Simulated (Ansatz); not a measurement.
Runs of Ansatz 0.2.0 on KZnF3. The structure is cubic, space group Pm-3m (No. 221). Conventional cell: a = 4.050 Å, b = 4.050 Å, c = 4.050 Å, α = 90.00°, β = 90.00°, γ = 90.00°. Zn (site symmetry m-3m) is surrounded by 6 F at 2.02 Å. K (site symmetry m-3m) has 12 F at 2.86 Å as nearest neighbours. F (site symmetry 4/mmm) has 2 Zn at 2.02 Å as nearest neighbours. 

| task | level | cutoff (eV) | basis error allowed | gap on the mesh (eV) | pressure (GPa) |
| --- | --- | --- | --- | --- | --- |
| band structure | LDA | 384 | 0.002 eV/atom | 3.75 | (a) |
| single point | PBEsol | 416 | 0.001 eV/atom | 3.84 | 0.1 |
| band structure | PBE | 384 | 0.002 eV/atom | 3.99 | 4.5 |
| band structure | PBEsol | 384 | 0.002 eV/atom | 3.84 | 0.1 |

Alike in all rows: potentials or basis all-electron LAPW, scalar-relativistic; no spin polarisation; cell as given; k mesh 7 × 7 × 7; smearing fermi-dirac 0.05 eV.

**Question.** Estimate the missing entries.

**Answer.** (a) -4.8.

Caveats: the mesh misses the band edges, which the band path finds closer together (some runs); an odd mesh through Γ misses points on the zone boundary, where band edges often lie (some runs).

Not every run made on this cell is shown here.
